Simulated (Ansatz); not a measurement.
# Ni: the cost of one run

Method: DFT PBE, scalar-relativistic, plane waves, PAW, in Ansatz 0.2.0.

This is Ni in the bcc structure; at room conditions it is fcc.

**1. The system as given**

It takes space group Im-3m (No. 229, cubic). The conventional cell has a = 2.767 Å, b = 2.767 Å, c = 2.767 Å, α = 90.00°, β = 90.00°, γ = 90.00°. Ni (site symmetry m-3m) has 8 Ni at 2.40 Å as nearest neighbours.

Coordinates:

```cif
data_structure
_symmetry_space_group_name_H-M 'Im-3m'
_symmetry_Int_Tables_number 229
_cell_length_a 2.7674
_cell_length_b 2.7674
_cell_length_c 2.7674
_cell_angle_alpha 90.000
_cell_angle_beta 90.000
_cell_angle_gamma 90.000
_cell_volume 21.19
loop_
_atom_site_label
_atom_site_type_symbol
_atom_site_symmetry_multiplicity
_atom_site_Wyckoff_symbol
_atom_site_fract_x
_atom_site_fract_y
_atom_site_fract_z
_atom_site_occupancy
Ni1 Ni 2 a 0.00000 0.00000 0.00000 1
```

The structure comes from the Materials Project (structure only).

**2. The base run**

input.yaml

```yaml
crystal:
  lattice:
    - [-1.38371547, 1.38371547, 1.38371547]
    - [1.38371547, -1.38371547, 1.38371547]
    - [1.38371547, 1.38371547, -1.38371547]
  atoms:
    - { symbol: Ni, position: [0.0, 0.0, 0.0], spin: 2.0 }
magnetization:
  spin_polarized: true
basis:
  ecutwfc: 500
  fft_grid_basis: typed
kpoints:
  mp_grid: { grid: [18, 18, 18] }
hamiltonian:
  xc: pbe
  pseudopotentials: { kind: paw }
scf:
  occupations: { method: gaussian, width: 0.05 }
output:
  forces: true
  stress: true
  eigenvalues: true
  bader: true
  write_density: true
  volumetric_format: npy
  populations: true
  elf: true
```

Launch:

```sh
ansatz run input.yaml --threads 2 --pin off --max-ram 4096MiB --backend cpu --events-out ev --progress --plain --runs-dir out
```

What time and memory should one allow on 2 threads of Arm Neoverse N1, shared host?

About 15 s, with a peak of 0.34 GiB.
